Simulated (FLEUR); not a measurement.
# TiSi2 (Immm) in FLEUR: further runs, part 2 of 2

FLEUR MaX-R8.1 (later development tree). The steps go on from the part before.

**10. Band structure, PBEsol**

Changes to inp.xml since step 8:

```diff
@@ -6,3 +6,3 @@
    <calculationSetup>
-      <cutoffs Kmax="4.39" Gmax="13.6" GmaxXC="13.6" numbands="0"/>
+      <cutoffs Kmax="4.26" Gmax="13.2" GmaxXC="13.2" numbands="0"/>
       <scfLoop itmax="60" minDistance="0.00001" maxIterBroyd="15" imix="Anderson" alpha="0.05" precondParam="0.0" spinf="2.0" sdNocoIR="T"/>
@@ -13,3 +13,3 @@
       <expertModes spex="0" secvar="F"/>
-      <geometryOptimization l_f="F" forcealpha="1.0" forcemix="BFGS" epsdisp="0.0005" epsforce="0.0002"/>
+      <geometryOptimization l_f="F" forcealpha="1.0" forcemix="BFGS" epsdisp="0.00001" epsforce="0.00001"/>
       <ldaU l_linMix="F" mixParam="0.05" spinf="1.0"/>
@@ -24,3 +24,3 @@
       <xi:include xmlns:xi="http://www.w3.org/2001/XInclude" href="sym.xml"> </xi:include>
-      <bulkLattice scale="1.0196128224">
+      <bulkLattice scale="1.0">
          <bravaisMatrix>
@@ -34,3 +34,3 @@
       <species name="Titanium (Ti)" element="Ti" atomicNumber="22">
-         <mtSphere radius="2.31" gridPoints="787" logIncrement="0.015"/>
+         <mtSphere radius="2.38" gridPoints="787" logIncrement="0.015"/>
          <atomicCutoffs lmax="10" lnonsphr="10"/>
@@ -50,3 +50,3 @@
       <species name="Silicon (Si)" element="Si" atomicNumber="14">
-         <mtSphere radius="2.23" gridPoints="761" logIncrement="0.015"/>
+         <mtSphere radius="2.3" gridPoints="761" logIncrement="0.015"/>
          <atomicCutoffs lmax="9" lnonsphr="9"/>
```

Contents of crystal.txt:

```
TiSi2
&input cartesian=F /
-1.4728720000  1.7121300000  4.2120830000
1.4728720000  -1.7121300000  4.2120830000
1.4728720000  1.7121300000  -4.2120830000
1.8897261246
1.0 1.0 1.0

3
22 0.0000000000  0.0000000000  0.0000000000
14 0.6700780000  0.6700780000  0.0000000000
14 0.3299220000  0.3299220000  0.0000000000

&kpt div1=12 div2=12 div3=12 gamma=T /
```

Contents of inp.xml (bands):

```
<?xml version="1.0" encoding="UTF-8" standalone="no"?>
<fleurInput fleurInputVersion="0.39">
   <comment>
      TiSi2                                                                                               
   </comment>
   <calculationSetup>
      <cutoffs Kmax="4.26" Gmax="13.2" GmaxXC="13.2" numbands="0"/>
      <scfLoop itmax="60" minDistance="0.00001" maxIterBroyd="15" imix="Anderson" alpha="0.05" precondParam="0.0" spinf="2.0" sdNocoIR="T"/>
      <coreElectrons ctail="T" frcor="F" kcrel="0" coretail_lmax="0"/>
      <xcFunctional name="PBEs" relativisticCorrections="F"/>
      <magnetism jspins="1"/>
      <soc l_soc="F" theta="0.0" phi="0.0" spav="F"/>
      <expertModes spex="0" secvar="F"/>
      <geometryOptimization l_f="F" forcealpha="1.0" forcemix="BFGS" epsdisp="0.00001" epsforce="0.00001"/>
      <ldaU l_linMix="F" mixParam="0.05" spinf="1.0"/>
   </calculationSetup>
   <cell>
      <bzIntegration valenceElectrons="36.0" mode="hist" fermiSmearingEnergy="0.00183747">
         <kPointListSelection listName="path-1"/>
         <!-- k-points included here -->
         <xi:include xmlns:xi="http://www.w3.org/2001/XInclude" href="kpts.xml"> </xi:include>
      </bzIntegration>
      <!-- symmetry operations included here -->
      <xi:include xmlns:xi="http://www.w3.org/2001/XInclude" href="sym.xml"> </xi:include>
      <bulkLattice scale="1.0">
         <bravaisMatrix>
            <row-1>   -2.7833246965918508     3.2354567897113977     7.9596832840835408</row-1>
[... 33 lines left out ...]
         <lo type="SCLO" l="1" n="2" eDeriv="0"/>
         <lo type="SCLO" l="2" n="3" eDeriv="2"/>
         <lo type="SCLO" l="3" n="4" eDeriv="2"/>
      </species>
   </atomSpecies>
   <atomGroups>
      <atomGroup species="Titanium (Ti)">
         <relPos label="                   1">.0000000000 .0000000000 .0000000000</relPos>
         <force calculate="T" relaxXYZ="TTT"/>
      </atomGroup>
      <atomGroup species="Silicon (Si)">
         <relPos label="                   2">-.3299220000 -.3299220000 .0000000000</relPos>
         <relPos label="                   3">.3299220000 .3299220000 .0000000000</relPos>
         <force calculate="T" relaxXYZ="TTT"/>
      </atomGroup>
   </atomGroups>
   <output dos="F" band="T" slice="F">
      <checks vchk="F" cdinf="F"/>
      <bandDOS minEnergy="-.5*Htr" maxEnergy="0.5*Htr" sigma="0.015" storeEVData="T"/>
      <vacuumDOS vacdos="F" integ="F" star="F" nstars="0" locx1="0.0" locy1="0.0" locx2="0.0" locy2="0.0" nstm="0" tworkf="0.0"/>
      <unfoldingBand unfoldBand="F" supercellX="1" supercellY="1" supercellZ="1"/>
      <plotting iplot="0" polar="F">
         <plot TwoD="T" vec1="  1.0  0.0  0.0" vec2="  0.0  1.0  0.0" vec3="  0.0  0.0  1.0" zero="  0.0  0.0  0.0" file="plot"/>
      </plotting>
      <chargeDensitySlicing numkpt="0" minEigenval="0.0" maxEigenval="0.0" nnne="0" pallst="F"/>
      <specialOutput eonly="F"/>
      <moessbauerParams electricFieldGradient="T" isomerShift="T" coreHyperfine="T" valenceHyperfine="T"/>
      <magneticCircularDichroism mcd="F" energyLo="-10.0" energyUp="0.0"/>
   </output>
  <!-- We include the file relax.xml here to enable relaxations (see documentation) -->
  <xi:include xmlns:xi="http://www.w3.org/2001/XInclude" href="relax.xml"> <xi:fallback/> </xi:include>
</fleurInput>
```

Potentials or basis: all-electron, FLAPW.

Launch:

```
> inpgen -f crystal.txt -profile fastHighL
> # inp.xml edited to the form shown
> fleur_MPI
> fleur_MPI   # second run, on inp.xml (bands)
```

The program printed:

```text
Welcome to FLEUR        (www.flapw.de)
      MaX-Release 8.1          (www.max-centre.eu)

 ========== k-point set info ==========
 Selected k-point list: default-1
 k-point list type: mesh
 12 x 12 x 12
 Number of k points: 280

 ------------Calculation Setup---------------------------
 Number of MPI-tasks      :            1
 Number of PE/node        :            1
 Number of OMP-threads    :            1
 Most efficient MPI parallelization for:
           1           2           4           5           7           8          10          14          20          28          35          40          56          70         140         280
 Additional eigenvalue parallelization possible
 Number of basis functions:          490
 Approximate size of matrices (H+S) per k-point:         0.004 GB
 --------------------------------------------------------
 Iteration:     1   Distance:       5.64980984 me/bohr^3
 Iteration:     2   Distance:       5.24646841 me/bohr^3
 Iteration:     3   Distance:       1.93490362 me/bohr^3
 Iteration:     4   Distance:       0.79199882 me/bohr^3
 Iteration:     5   Distance:       0.50453600 me/bohr^3
 Iteration:     6   Distance:       0.26885039 me/bohr^3
 Iteration:     7   Distance:       0.09300529 me/bohr^3
 Iteration:     8   Distance:       0.07159900 me/bohr^3
 Iteration:     9   Distance:       0.00663831 me/bohr^3
 Iteration:    10   Distance:       0.00584329 me/bohr^3
 Iteration:    11   Distance:       0.00194632 me/bohr^3
 Iteration:    12   Distance:       0.00015815 me/bohr^3
 Iteration:    13   Distance:       0.00029818 me/bohr^3
 Iteration:    14   Distance:       0.00003496 me/bohr^3
 Iteration:    15   Distance:       0.00001806 me/bohr^3
 Iteration:    16   Distance:       0.00001386 me/bohr^3
 Iteration:    17   Distance:       0.00000392 me/bohr^3

 ********************************************************************
 Run finished successfully
 Stop message:
   all done
 ********************************************************************
```

Run time: 5.4 min. Hardware: 1 thread of Intel Xeon Platinum 8488C (Sapphire Rapids), shared host; peak memory 0.11 GiB.

Results:

```yaml
Free_energy: -38965.2653 eV
Band_gap_along_the_path: none (metal or under the smearing width)
Valence_electrons_inside_the_program's_atomic_spheres: Ti 10.46; Si 10.52 (radii Ti 2.38, Si 2.3 bohr)
```

Levels at the corners of the path, in eV from the Fermi level:
| point | band 14 | band 15 | band 16 | band 17 | band 18 | band 19 | band 20 | band 21 | band 22 | band 23 |
| --- | --- | --- | --- | --- | --- | --- | --- | --- | --- | --- |
| Γ | -4.74 | -4.13 | -2.14 | -0.63 | 0.76 | 2.04 | 2.41 | 3.14 | 3.78 | 4.09 |
| X | -7.53 | -5.38 | -1.24 | -0.97 | -0.57 | 1.03 | 2.69 | 3.35 | 3.83 | 4.18 |
| L | -6.65 | -4.94 | -3.07 | -3.07 | -1.21 | -0.69 | 2.09 | 2.73 | 3.39 | 4.02 |
| T | -5.28 | -5.04 | -4.66 | -2.89 | -1.31 | -0.64 | 2.74 | 2.91 | 3.13 | 3.51 |
| W | -5.22 | -5.10 | -5.09 | -2.04 | -1.25 | -0.71 | 0.99 | 3.05 | 3.82 | 3.89 |
| R | -8.12 | -3.59 | -3.39 | -0.94 | -0.44 | 0.97 | 2.79 | 3.38 | 4.01 | 4.26 |
| X1 | -7.53 | -5.38 | -1.24 | -0.97 | -0.57 | 1.03 | 2.69 | 3.35 | 3.83 | 4.18 |
| Z | -8.82 | -1.29 | -1.26 | -0.35 | 0.45 | 1.98 | 2.47 | 2.47 | 3.69 | 3.82 |
| Γ | -4.74 | -4.13 | -2.14 | -0.63 | 0.76 | 2.04 | 2.41 | 3.14 | 3.78 | 4.09 |
| Y | -8.72 | -5.85 | -1.80 | -0.81 | 1.01 | 2.09 | 2.15 | 3.13 | 4.70 | 5.41 |
| S | -9.10 | -4.32 | -3.75 | -0.69 | 0.96 | 2.05 | 2.58 | 3.53 | 4.03 | 5.51 |
| W | -5.22 | -5.10 | -5.09 | -2.04 | -1.25 | -0.71 | 0.99 | 3.05 | 3.82 | 3.89 |
| L1 | -6.65 | -4.94 | -3.07 | -3.07 | -1.21 | -0.69 | 2.09 | 2.73 | 3.39 | 4.02 |
| Y | -8.72 | -5.85 | -1.80 | -0.81 | 1.01 | 2.09 | 2.15 | 3.13 | 4.70 | 5.41 |
| Y1 | -8.72 | -5.85 | -1.80 | -0.81 | 1.01 | 2.09 | 2.15 | 3.13 | 4.70 | 5.41 |
| Z | -8.82 | -1.29 | -1.26 | -0.35 | 0.45 | 1.98 | 2.47 | 2.47 | 3.69 | 3.82 |

Core levels (eV from the Fermi level):
```tsv
atom	levels
1 Ti	1s1/2 -4855.6, 2s1/2 -529.8, 2p1/2 -441.3, 2p3/2 -435.5
2 Si	1s1/2 -1776.6
3 Si	1s1/2 -1776.6
```
